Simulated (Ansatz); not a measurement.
Take CoPt (space group P4/mmm, No. 123; a = 2.6948 Å, c = 3.7242 Å; ferromagnetic) as the base.

The values are results of Ansatz (an electronic-structure program), PBE, PAW, cutoff 420 eV, no spin-orbit coupling, not measurements.

Base values:

| Quantity | Result |
|---|---|
| Magnetic state | ferromagnetic |
| Shortest interatomic distance | 2.664 Å |
| Largest site moment | 1.94 μB |

Now apply this change: cell and atoms relaxed at a pressure of 9 GPa.

Problem. What does the calculation give for the magnetic state, shortest interatomic distance and largest site moment after the change?

Solution. The magnetic state remains ferromagnetic; the shortest interatomic distance drops by 0.0346 Å (2.664 Å → 2.630 Å); the largest site moment shrinks by 0.05 μB, from 1.94 μB to 1.89 μB.

The magnetic state is the one reached from the starting moments; the real material's order can differ, and small cells can't hold many antiferromagnetic ones. Load acts through the strain it causes; cell and atoms are relaxed under it. Stability against distortions was not tested. No other phases were tried under pressure.
